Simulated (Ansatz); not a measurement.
All numbers below come from DFT PBE, scalar-relativistic, plane waves, PAW (Ansatz). Settings: cutoff 420 eV, Γ-centred meshes spaced at most about 0.3 Å⁻¹ (2π included), Gaussian smearing. No spin polarisation in the final relaxations.

These are static total energies at zero pressure.

Two relaxed structures of C:

1.

Space group Imma (No. 74). a = 2.547 Å, b = 4.939 Å, c = 4.204 Å, α = 90.00°, β = 90.00°, γ = 90.00°
| atom | site | symmetry | x | y | z |
| --- | --- | --- | --- | --- | --- |
| C | 8h | m.. | 0.5000 | 0.5871 | 0.3542 |

2.

Space group Cmcm (No. 63). a = 4.853 Å, b = 4.967 Å, c = 4.413 Å, α = 90.00°, β = 90.00°, γ = 90.00°
```tsv
atom	site	symmetry	x	y	z
C	16h	1	0.8357	0.1425	0.4273
```

Problem. Which is lower in energy, and by how much?

Solution. Cell 1 is lower, by 50 meV/atom. Cell 1 has space group Imma (No. 74), 6.6 Å³/atom and a gap of 2.72 eV on its mesh; cell 2 has space group Cmcm (No. 63), 6.6 Å³/atom and a gap of 3.03 eV. Counting all near atoms (those within 1.25 times the shortest such distance or 1.15 times the sum of covalent radii), cell 1 and cell 2 both have C 4. Both come from invented guesses. A third cell relaxed alike, in Fd-3m, lies 0.36 eV/atom below the lower of the two. The part of the Crystallography Open Database at hand lists C in space groups No. 58, 69, 71, 141, 166 and others; sharing a group (Fd-3m, Immm and R-3m) doesn't make a cell the listed structure.

Kohn–Sham gaps at this level usually fall short of measured ones. Cells relaxed within their symmetry can be saddle points.
